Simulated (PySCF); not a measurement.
**Basis-set dependence of population analyses: 1,3-cyclohexadiene**

1,3-cyclohexadiene, C6H8.
Geometry (PBE0-D3(BJ)/def2-SVP, Å), atoms numbered from 1 in this order:
```
atom  x, y, z in Å
C1     1.3700    0.6838   -0.3171
C2     0.2060    1.3090   -0.5630
C3    -1.0925    0.5619   -0.4469
C4    -1.0239   -0.5360    0.6119
C5     0.2586   -1.3144    0.5272
C6     1.3851   -0.7175    0.1019
H7     2.3215    1.2061   -0.4495
H8     0.1945    2.3455   -0.9132
H9    -1.9251    1.2489   -0.2307
H10   -1.3206    0.1126   -1.4350
H11   -1.0866   -0.0837    1.6226
H12   -1.8961   -1.2024    0.5273
H13    0.2766   -2.3507    0.8778
H14    2.3326   -1.2632    0.0867
```

PBE0 throughout (PySCF), one geometry, spherical d and f functions. The structure is a single PBE0-D3(BJ)/def2-SVP conformer in the gas phase; no vibrational or solvent corrections. Atoms taken as equivalent share a column and are averaged.

Mulliken charges (e):

```csv
basis,functions,C1/C6,C2/C5,C3/C4,H7/H14,H8/H13,H9/H10/H11/H12
pcSseg-0,70,-0.245,-0.200,-0.529,+0.231,+0.231,+0.256
cc-pVDZ,124,-0.007,-0.074,-0.024,+0.004,+0.009,+0.046
pcSseg-1,142,-0.111,-0.169,-0.181,+0.097,+0.102,+0.131
aug-cc-pVDZ,210,+0.582,+0.386,+0.405,-0.553,-0.548,-0.136
IGLO-III,290,-0.097,-0.089,-0.228,+0.086,+0.095,+0.116
cc-pVTZ,292,-0.129,-0.148,-0.140,+0.114,+0.118,+0.092
pcSseg-2,328,-0.023,-0.130,+0.019,+0.026,+0.030,+0.039
```

IAO charges (e):

| basis | functions | C1/C6 | C2/C5 | C3/C4 | H7/H14 | H8/H13 | H9/H10/H11/H12 |
| --- | --- | --- | --- | --- | --- | --- | --- |
| pcSseg-0 | 70 | -0.169 | -0.142 | -0.279 | +0.147 | +0.145 | +0.149 |
| cc-pVDZ | 124 | -0.168 | -0.142 | -0.257 | +0.145 | +0.143 | +0.140 |
| pcSseg-1 | 142 | -0.170 | -0.144 | -0.259 | +0.147 | +0.144 | +0.141 |
| aug-cc-pVDZ | 210 | -0.173 | -0.148 | -0.263 | +0.150 | +0.148 | +0.143 |
| IGLO-III | 290 | -0.173 | -0.148 | -0.265 | +0.150 | +0.148 | +0.144 |
| cc-pVTZ | 292 | -0.172 | -0.146 | -0.264 | +0.149 | +0.147 | +0.143 |
| pcSseg-2 | 328 | -0.172 | -0.147 | -0.264 | +0.149 | +0.147 | +0.143 |

Hirshfeld charges (e):

| basis | functions | C1/C6 | C2/C5 | C3/C4 | H7/H14 | H8/H13 | H9/H10/H11/H12 |
| --- | --- | --- | --- | --- | --- | --- | --- |
| pcSseg-0 | 70 | -0.059 | -0.040 | -0.053 | +0.042 | +0.042 | +0.035 |
| cc-pVDZ | 124 | -0.060 | -0.042 | -0.061 | +0.043 | +0.043 | +0.038 |
| pcSseg-1 | 142 | -0.062 | -0.042 | -0.067 | +0.045 | +0.045 | +0.040 |
| aug-cc-pVDZ | 210 | -0.065 | -0.046 | -0.076 | +0.048 | +0.048 | +0.045 |
| IGLO-III | 290 | -0.065 | -0.046 | -0.075 | +0.048 | +0.047 | +0.045 |
| cc-pVTZ | 292 | -0.063 | -0.044 | -0.071 | +0.046 | +0.046 | +0.043 |
| pcSseg-2 | 328 | -0.064 | -0.045 | -0.075 | +0.048 | +0.047 | +0.045 |

ESP-fitted charges (e):

```
      basis  functions   C1/C6   C2/C5   C3/C4  H7/H14  H8/H13  H9/H10/H11/H12
   pcSseg-0         70  -0.175  -0.174  -0.010  +0.144  +0.121          +0.047
    cc-pVDZ        124  -0.150  -0.172  +0.020  +0.126  +0.109          +0.034
   pcSseg-1        142  -0.164  -0.195  +0.031  +0.138  +0.121          +0.034
aug-cc-pVDZ        210  -0.151  -0.199  +0.035  +0.130  +0.118          +0.034
   IGLO-III        290  -0.151  -0.202  +0.038  +0.131  +0.119          +0.033
    cc-pVTZ        292  -0.152  -0.190  +0.034  +0.130  +0.115          +0.032
   pcSseg-2        328  -0.153  -0.199  +0.032  +0.132  +0.119          +0.035
```

Some averages cover members that differ in this geometry, most widely: C1/C6, ESP-fitted in IGLO-III -0.175 to -0.127; C1/C6, ESP-fitted in pcSseg-1 -0.187 to -0.140; C1/C6, ESP-fitted in aug-cc-pVDZ -0.174 to -0.128; C1/C6, ESP-fitted in pcSseg-2 -0.176 to -0.130 e.

Question: Which scheme is steadiest as the basis changes?

Answer: Largest range over the bases for any column: IAO 0.02 e, Hirshfeld 0.02 e, ESP-fitted 0.05 e, Mulliken 0.93 e. IAO and Hirshfeld charges move least and Mulliken charges most, counted in e.

Question: How much do the charges still move between the two largest bases, cc-pVTZ and pcSseg-2?

Answer: At most, over all atoms: Mulliken 0.159 e, IAO 0.001 e, Hirshfeld 0.005 e, ESP-fitted 0.011 e.

Question: What do the same runs give for the total energy, the frontier levels and the dipole moment?

Answer: 
```tsv
basis	energy (Eh)	HOMO (eV)	LUMO (eV)	μ (D)
pcSseg-0	-232.6201	-6.20	-0.64	0.44
cc-pVDZ	-233.1480	-5.99	-0.54	0.46
pcSseg-1	-233.1026	-6.15	-0.73	0.49
aug-cc-pVDZ	-233.1585	-6.11	-0.78	0.52
IGLO-III	-233.2192	-6.12	-0.78	0.53
cc-pVTZ	-233.2085	-6.08	-0.69	0.48
pcSseg-2	-233.2142	-6.13	-0.78	0.52
```
